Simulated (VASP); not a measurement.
## From VASP inputs to Ansatz: KBr (measured structure)

INCAR

```
PREC = Accurate
ISMEAR = 0
ALGO = Normal
NELM = 120
METAGGA = R2SCAN
SIGMA = 0.01
LWAVE = .FALSE.
LASPH = .TRUE.
EDIFF = 1E-7
LREAL = .FALSE.
NBANDS = 15
NSW = 0
LELF = .TRUE.
ENCUT = 520
IBRION = -1
LCHARG = .TRUE.
ISIF = 2
```

KPOINTS

```
KPOINTS created by Atomic Simulation Environment
0
Gamma
6 6 6
0 0 0
```

KPOINTS_OPT

```
special points
6
Reciprocal
0.0000000000 0.0000000000 0.0000000000 1
0.5000000000 0.0000000000 0.5000000000 1
0.6250000000 0.2500000000 0.6250000000 1
0.3750000000 0.3750000000 0.7500000000 1
0.5000000000 0.5000000000 0.5000000000 1
0.5000000000 0.2500000000 0.7500000000 1
```

POSCAR

```
K  Br
 1.0000000000000000
     0.0000000000000000    3.3024387009828682    3.3024387009828682
     3.3024387009828682    0.0000000000000000    3.3024387009828682
     3.3024387009828682    3.3024387009828682   -0.0000000000000000
 K   Br
   1   1
Cartesian
 -0.0000000000000000  0.0000000000000000 -0.0000000000000000
  3.3024387009828682  3.3024387009828682  3.3024387009828682
```

VASP ran with the recommended PBE PAW datasets (16 valence electrons in the cell).

Q: Translate these files to an Ansatz input.

A: 

```yaml
crystal:
  lattice:
    - [0.0, 3.302438701, 3.302438701]
    - [3.302438701, 0.0, 3.302438701]
    - [3.302438701, 3.302438701, 0.0]
  atoms:
    - { symbol: K, position: [0.0, 0.0, 0.0] }
    - { symbol: Br, position: [0.5, 0.5, 0.5] }
kpoints:
  mp_grid: { grid: [6, 6, 6] }
  band_path:
    path:
      - [0.0, 0.0, 0.0]
      - [0.5, 0.0, 0.5]
      - [0.625, 0.25, 0.625]
      - [0.375, 0.375, 0.75]
      - [0.5, 0.5, 0.5]
      - [0.5, 0.25, 0.75]
    npoints: 1
hamiltonian:
  xc: r2scan
scf:
  occupations: { method: fixed }
  n_extra_bands: 4
output:
  forces: true
  stress: true
  eigenvalues: true
```

Other inputs would serve too.

|  | VASP | Ansatz |
| --- | --- | --- |
| gap between bands v and c | 5.07 eV | 5.07 eV |
| least direct gap | 5.07 eV | 5.07 eV |
| pressure | 0.0 GPa | 0.0 GPa |

The two codes use different PAW datasets and cutoffs. VASP's cell holds 16 valence electrons and Ansatz's 16. Ansatz's stress includes a Pulay correction; VASP's doesn't.
